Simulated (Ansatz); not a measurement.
# How Sc stores the work of compression

Method: DFT PBEsol, scalar-relativistic, plane waves, PAW in Ansatz. (420 eV cutoff, 16×16×16 k-mesh, Gaussian smearing of 0.10 eV, no spin polarisation)

Starting point, cell and atoms relaxed:

```xyz
1
Lattice="3.2173 0.0553 0.0136 1.5584 2.8153 0.0188 1.5838 0.9470 2.6388" Properties=species:S:1:pos:R:3 pbc="T T T"
Sc    0.0000    0.0000    0.0000
```

Cell and atoms were relaxed at each target pressure within the start's symmetry (Fm-3m), at zero temperature; other phases can be more stable under pressure. H = E + PV with P the target; E is the free energy at the smearing used, whose derivative the pressure is, per atom and counted from zero pressure. The mesh named is that at zero pressure; some other pressures ran on another.

| P (GPa) | V (Å³/atom) | E − E0 (meV) | H − H0 (meV) |
| --- | --- | --- | --- |
| 0 | 23.578 | 0.0 | 0.0 |
| 1 | 23.158 | 1.3 | 145.8 |
| 4 | 22.056 | 18.2 | 568.8 |
| 12 | 19.889 | 122.8 | 1612.4 |
| 25 | 17.571 | 382.9 | 3124.7 |
| 50 | 14.875 | 995.0 | 5637.0 |
| 90 | 12.309 | 2090.7 | 9004.9 |

**Question.** Thermodynamics gives dH/dP = V along a relaxed path. Integrate V over P by the trapezoid rule and compare with the computed enthalpies.

**Answer.** With 1 eV/Å³ = 160.22 GPa, each step adds the mean volume times ΔP / 160.22:
```tsv
P (GPa)	∫V dP (meV)	H − H0 (meV)	difference (meV)
1	145.8	145.8	0.0
4	569.2	568.8	0.3
12	1616.4	1612.4	3.9
25	3136.1	3124.7	11.5
50	5667.5	5637.0	30.6
90	9060.8	9004.9	55.9
```

V(P) curves upward, so the trapezoid rule runs high; integrating a smooth curve through the same points puts that excess at about 56.6 meV at 90 GPa, against the 55.9 meV found.

**Question.** At 90 GPa, how much of the enthalpy change is stored energy and how much is the PV term?

**Answer.** E rises by 2091 meV/atom and PV is 90 × 12.309 / 160.22 = 6914 meV/atom, so PV makes 77 % of ΔH. So between rival structures at high pressure a small difference in volume can outweigh the difference in energy: 1 % of this volume is worth 69.1 meV/atom at this pressure.

**Question.** What bulk modulus do the lowest pressures give?

**Answer.** From the pressures that the runs reached, -1.04 GPa (24.052 Å³) and 1.00 GPa (23.158 Å³), B = −ΔP/Δln V = 2.04 / 0.0379 = 54 GPa, a mean over that range.

This fcc form isn't the element's structure at ambient conditions.